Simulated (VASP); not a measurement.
Wanted: the native input for a VASP 6.6.1 run.

| Item | Value |
| --- | --- |
| Task | single point |
| Functional | TB-mBJ |
| Potentials or basis | VASP PAW PBE potentials, release 64 (Te) |
| Cutoff | 300 eV |
| k mesh | 9 × 9 × 6 |
| Occupations | gaussian, width 0.01 eV |
| Spin | non-collinear spin, zero start, spin-orbit coupling |
| Starting moments | [[0.0, 0.0, 0.0], [0.0, 0.0, 0.0], [0.0, 0.0, 0.0]] μB |
| Pressure (GPa) | 0 |
| Geometry from | optB88-vdW |
| Further INCAR settings | ALGO = Normal; EDIFF = 1e-06; NBANDS = 31 |

Te:

```
Te
1.0
     4.47306    0.00000    0.00000
    -2.23653    3.87379    0.00000
     0.00000    0.00000    6.00341
Te
3
Direct
  0.27438 0.00000 0.33333
  0.00000 0.27438 0.66667
  0.72562 0.72562 0.00000
```

The cell was built by a generator and needn't be a form met in nature.

These files were run (other wordings do the same):

POSCAR

```
Te
1.0
    4.4730630000      0.0000000000      0.0000000000
   -2.2365315000      3.8737862000      0.0000000000
    0.0000000000      0.0000000000      6.0034100000
Te
3
Direct
    0.2743782000      0.0000000000      0.3333334000
    0.0000000000      0.2743781000      0.6666666000
    0.7256218000      0.7256219000      0.0000000000
```

INCAR.step1

```
SYSTEM = Te
ALGO = Normal
EDIFF = 1E-5
ENCUT = 300
GGA = PE
GGA_COMPAT = .False.
ISIF = 2
ISMEAR = 0
LASPH = .True.
LCHARG = .False.
LNONCOLLINEAR = .True.
LORBIT = 11
LREAL = .False.
LSORBIT = .True.
LWAVE = .True.
MAGMOM = 0 0 0 0 0 0 0 0 0
NBANDS = 31
NELM = 80
PREC = Accurate
SIGMA = 0.01
```

INCAR.step2

```
SYSTEM = Te
ALGO = Normal
EDIFF = 1E-6
ENCUT = 300
GGA_COMPAT = .False.
ISIF = 2
ISMEAR = 0
ISTART = 1
LASPH = .True.
LCHARG = .False.
LNONCOLLINEAR = .True.
LORBIT = 11
LREAL = .False.
LSORBIT = .True.
LWAVE = .False.
MAGMOM = 0 0 0 0 0 0 0 0 0
METAGGA = MBJ
NBANDS = 31
NELM = 80
PREC = Accurate
SIGMA = 0.01
```

KPOINTS

```
k-points
0
Gamma
  9 9 6
  0 0 0
```

Potentials or basis: VASP PAW PBE potentials, release 64 (Te).

Run with:

```bash
$ cat potpaw_PBE.64/Te/POTCAR > POTCAR
$ cp INCAR.step1 INCAR
$ mpirun -np 1 vasp_ncl > vasp.out
$ cp INCAR.step2 INCAR
$ mpirun -np 1 vasp_ncl > vasp.out
```

Results of the run:

| Property | Result |
| --- | --- |
| Net moment | 0.00 μB per cell |
| Valence electrons inside the program's atomic spheres | Te 3.30 |

Caveat: the PAW data sets were made with another functional, which shifts forces and pressure a little.

Wall time 14 min on 1 thread of AMD EPYC 9R45 96-Core Processor (Zen 5), on a shared host, peak memory 0.39 GiB.
